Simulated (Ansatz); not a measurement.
# SiC: the cost of one run

Computed with Ansatz 0.2.0 (DFT PBE, scalar-relativistic, plane waves, PAW, unless a step's input says otherwise).

**1. Starting point**

The structure is trigonal, space group R-3m (No. 166). Conventional cell: a = 2.706 Å, b = 2.706 Å, c = 13.255 Å, α = 90.00°, β = 90.00°, γ = 120.00°. Si (site symmetry -3m) is surrounded by 6 Si at 2.71 Å and 6 C at 2.71 Å. C (site symmetry -3m) is surrounded by 6 C at 2.71 Å and 6 Si at 2.71 Å.

Coordinates:

```
CELL_PARAMETERS angstrom
1.35281 0.78105 4.41826
-1.35281 0.78105 4.41826
0.00000 -1.56209 4.41826
ATOMIC_POSITIONS crystal
Si 0.00000 0.00000 0.00000
C 0.50000 0.50000 0.50000
```

The start is an ordering of an alloy on its end members' structure types: elements ordered on the sites of the V type, Si/C on V (R-3m, No. 166).

**2. Probe: one point on a coarse mesh**

input.yaml

```yaml
crystal:
  lattice:
    - [1.35281007, 0.78104526, 4.41825919]
    - [-1.35281007, 0.78104526, 4.41825919]
    - [0.0, -1.56209052, 4.41825919]
  atoms:
    - { symbol: Si, position: [0.0, 0.0, 0.0] }
    - { symbol: C, position: [0.5, 0.5, 0.5] }
basis:
  ecutwfc: 420
kpoints:
  mp_grid: { grid: [6, 6, 6] }
hamiltonian:
  xc: pbe
scf:
  occupations: { method: gaussian, width: 0.1 }
  lower_state_search: "off"
output:
  forces: true
  stress: true
  eigenvalues: true
```

On the command line:

```
> ansatz run input.yaml --threads 1 --pin off --max-ram 2560MiB --backend cpu --events-out ev --progress --plain --runs-dir out
```

Q: Estimate wall time and peak memory on 1 thread of Intel Xeon at 2.70GHz, shared host.

About 1.2 s, with a peak of 0.29 GiB.
